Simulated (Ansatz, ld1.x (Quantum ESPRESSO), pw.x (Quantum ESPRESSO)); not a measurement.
**Equation-of-state test of one RRKJ potential (vanadium)**

ld1.x (Quantum ESPRESSO) 7.5 input, shortened:

```
&input
   title='V', zed=23., rel=1, dft='PBE', iswitch=3,
   config='[Ar] 3d3 4s2 4p0'
 /
 &inputp
   pseudotype=2, tm=.false., lloc=0,
   nlcc=.false.
 /
3
4P  2  1   0.00   0.00  2.55  2.55  0.0
3D  3  2   3.00   0.00  2.10  2.10  0.0
4S  1  0   2.00   0.00  2.35  2.35  0.0
 &test
   configts(1)='3d3 4s2 4p0'
 /
```

Crystal test: sc V in pw.x 7.5, no spin, 13³ k-points, Fermi–Dirac smearing 0.01 Ry, cutoffs 60/240 Ry. The reference is all-electron LAPW (Ansatz 0.2.0) with the same functional, mesh and smearing; V0 and B0 come from Birch–Murnaghan fits to the pressures at five volumes. Errors are pseudo minus all-electron; Δ is the rms difference of the E(V) curves that follow from these fits, minima aligned, over ±6 % about the mean V0. Mesh and smearing are coarse, so the numbers serve the comparison and aren't converged zero-temperature values; the lattice is a test structure that the element need not adopt.

All-electron: a0 = 2.449 Å (V0 = 14.69 Å³/atom), B0 = 134.7 GPa.

Question: How far does the potential miss the all-electron equation of state?

Answer: mean pressure error (GPa): +20.14. The pressure does not cross zero within the volumes sampled, so no fit is given. The largest radius (2.55 bohr) exceeds half the bond length (2.31 bohr), so the spheres overlap, which is one possible source of error among others. This is a poor potential for the solid.

| V (Å³/atom) | P all-electron (GPa) | P pseudo (GPa) |
| --- | --- | --- |
| 13.854 | 8.87 | 30.93 |
| 14.218 | 4.70 | 25.78 |
| 14.583 | 1.01 | 21.12 |
| 14.948 | -2.25 | 16.91 |
| 15.312 | -5.14 | 13.13 |

Question: At the middle volume, how do free energy and pressure move when the wave cutoff is lowered (ecutrho kept at four times it)?

Answer:

```tsv
cutoff (Ry)	shift of F (meV/atom)	shift of P (GPa)
27	+3718.1	-197.83
36	+146.9	-16.57
48	+15.9	-0.14
```

The run at the middle volume (84 k-points, 9 iterations) took about 6.9 s on one core of a shared host (Neoverse-V1, 32 threads, 247 GiB, load 15).
